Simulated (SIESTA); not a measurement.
## BeTe in SIESTA: the effect of pseudo set

BeTe:

```
CELL_PARAMETERS angstrom
0.00000 2.77000 2.77000
2.77000 0.00000 2.77000
2.77000 2.77000 0.00000
ATOMIC_POSITIONS crystal
Te 0.75000 0.75000 0.75000
Be 0.00000 0.00000 0.00000
```

Alike in all runs:

| Quantity | Value |
| --- | --- |
| Program | SIESTA 5.4.2 |
| Task | band structure |
| Functional | PBE |
| Basis | DZP (energy shift 0.003 Ry; two zetas on semicore shells) |
| Grid cutoff | 800 Ry |
| Energy shift | 0.003 Ry |
| k mesh | 8 × 8 × 8 |
| Occupations | fermi-dirac, width 0.05 eV |
| Spin | no spin polarisation |

```csv
pseudo set,gap on the mesh (eV),pressure (GPa)
PseudoDojo 0.4 standard,1.94,3.8
PseudoDojo 0.4 stringent,?,?
PseudoDojo 0.5 standard,1.94,3.8
SG15 1.2,2.02,3.7
SPMS 1.0,1.98,3.5
Ansatz NC,1.98,4.7
```

**Question.** What does the run with pseudo set PseudoDojo 0.4 stringent give?

**Answer.** gap on the mesh 2.17 eV; pressure 4.1 GPa.

Caveats: spin-orbit coupling is left out, which moves the levels of the heavy elements; the basis of atomic orbitals isn't converged, which shifts pressures, moduli and gaps; short orbitals over semicore shells can move pressures by several GPa (some runs); the valence orbitals were made in a potential fitted to the semicore shell under them, which widens gaps by tenths of an eV or more (some runs).

The runs don't all hold the same shells in valence.
